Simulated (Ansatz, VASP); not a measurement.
# AlNi in VASP and in Ansatz

```xyz
2
Lattice="2.9189 0.0000 0.0000 0.0000 2.9189 0.0000 0.0000 0.0000 2.9189" Properties=species:S:1:pos:R:3 pbc="T T T"
Ni    1.4595    1.4595    1.4595
Al    0.0000    0.0000    0.0000
```

Change from the starting cell: volume scaled by 1.04.

Alike in both runs: task single point; functional PBEsol; k mesh 9 × 9 × 9; occupations fermi-dirac, width 0.05 eV; collinear spin, ferromagnetic start.

```csv
,VASP,Ansatz
version,VASP 6.6.1,Ansatz 0.2.0
potentials or method,"VASP PAW PBE potentials, release 64 (Ni, Al)",Ansatz PAW
plane-wave cutoff (eV),520,420
valence electrons in the cell,13,21
```

|  | VASP | Ansatz | Ansatz less VASP |
| --- | --- | --- | --- |
| gap on the k mesh at the Fermi level (eV) | none | none | - |
| pressure (GPa) | -8.9 | -9.1 | -0.12 |
| net moment per atom (μB) | 0.00 | 0.00 | 0.000 |

A gap of «none» marks a metal or a gap that the smearing closes. The functional is the same, so the differences come from potentials, cutoffs and numerics. The two sets of potentials don't hold the same shells in valence.

Caveats: the PAW data sets were made with another functional, which shifts forces and pressure a little (VASP); the PAW data sets come from PBE, with cores solved anew for the run's functional, which leaves a small shift of forces and pressure (Ansatz); the starting moments weren't kept (Ansatz).
